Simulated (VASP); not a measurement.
A run of VASP 6.6.1:

POSCAR

```
Ta
1.0
    2.3745644730     -5.0053899796      0.0000000000
    2.3745644730      5.0053899796      0.0000000000
    0.0000000000      0.0000000000      3.1528687386
Ta
4
Direct
    0.1352466606      0.8647533394     -0.0000569623
    0.6352466606      0.3647533394      0.5000569623
    0.8647533394      0.1352466606      1.0000569623
    0.3647533394      0.6352466606      0.4999430377
```

Contents of INCAR.step1:

```
SYSTEM = Ta
PREC = Accurate
ENCUT = 520
ISMEAR = 0
SIGMA = 0.1
LREAL = .False.
LASPH = .True.
NELM = 100
NBANDS = 30
GGA = PE
ALGO = Normal
EDIFF = 1E-4
LWAVE = .True.
LCHARG = .False.
```

INCAR.step2

```
SYSTEM = Ta
PREC = Accurate
ENCUT = 520
EDIFF = 1E-6
ISMEAR = 0
SIGMA = 0.1
LREAL = .False.
LASPH = .True.
NELM = 100
ALGO = Normal
ISIF = 2
LWAVE = .False.
LCHARG = .False.
METAGGA = R2SCAN
LMIXTAU = .True.
NBANDS = 30
ISTART = 1
```

File KPOINTS:

```
regular mesh
0
Gamma
  4 4 4
  0 0 0
```

Potentials or basis: VASP PAW PBE potentials, release 64 (Ta_pv).

Launch:

```sh
$ cat potpaw_PBE.64/Ta_pv/POTCAR > POTCAR
$ cp INCAR.step1 INCAR
$ mpirun -np 1 vasp_std > vasp.out
$ cp INCAR.step2 INCAR
$ mpirun -np 1 vasp_std > vasp.out
```

Hardware: 1 thread of Intel(R) Xeon(R) Platinum 8559C (Emerald Rapids) (shared host).

Question: How long does it take, and how much memory?

Answer: Wall time 100 s on 1 thread of Intel(R) Xeon(R) Platinum 8559C (Emerald Rapids), on a shared host, peak memory 0.21 GiB. Counts: scf iterations 10, k points 21.
